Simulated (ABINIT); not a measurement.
The system is PbO.

```
Pb O
1.0
     5.87600    0.00000    0.00000
     0.00000    5.47600    0.00000
     0.00000    0.00000    4.74300
Pb O
4 4
Direct
  0.76900 0.51400 0.25000
  0.23100 0.48600 0.75000
  0.76900 0.98600 0.75000
  0.23100 0.01400 0.25000
  0.13200 0.58200 0.25000
  0.86800 0.41800 0.75000
  0.13200 0.91800 0.75000
  0.86800 0.08200 0.25000
```

* Program: ABINIT 10.8.3 (patched build)
* Task: single point
* Functional: PBE
* Potentials or basis: JTH PAW PBE v2.0
* Cutoff: 626 eV
* k mesh: 5 × 5 × 6
* Occupations: fermi-dirac, width 0.05 eV
* Spin: no spin polarisation

On this cell: pressure 2.3 GPa; largest force 0.951 eV/Å; band gap on the k mesh 1.97 eV, indirect (least direct gap 2.15 eV).

The same run follows on a disturbed copy (atoms moved at random, drawn with an rms of 0.05 Å):

```
CELL_PARAMETERS angstrom
5.87600 0.00000 0.00000
0.00000 5.47600 0.00000
0.00000 0.00000 4.74300
ATOMIC_POSITIONS crystal
Pb 0.77213 0.51030 0.24500
Pb 0.23724 0.48641 0.73958
Pb 0.77844 0.98223 0.75373
Pb 0.23308 0.01103 0.25676
O 0.12919 0.58469 0.25384
O 0.87060 0.42504 0.74715
O 0.13797 0.92163 0.74828
O 0.86623 0.07426 0.23699
```

What does the disturbed cell give?

The energy moves by +6.1 meV/atom; pressure 2.9 GPa; largest force 1.241 eV/Å; band gap on the k mesh 1.93 eV, indirect (least direct gap 2.10 eV).

Forces in eV/Å, atoms in the order of the input:
```
Pb  -0.729 -0.876  0.024
Pb   0.099  0.846  0.138
Pb  -0.834  0.849 -0.062
Pb   0.275 -0.781 -0.157
O    1.207  0.280 -0.084
O   -0.575 -0.419 -0.019
O    1.052 -0.340 -0.043
O   -0.494  0.442  0.203
```

Stress tensor (GPa, compression positive):
```
 7.46  0.11 -0.23
 0.11 -1.40 -0.08
-0.23 -0.08  2.54
```

Caveats: spin-orbit coupling is left out, which as a rule narrows the gap of such compounds by several tenths of an eV; an odd mesh through Γ misses points on the zone boundary, where band edges often lie; the cell's inner coordinates are idealised or old, which leaves forces on the atoms.
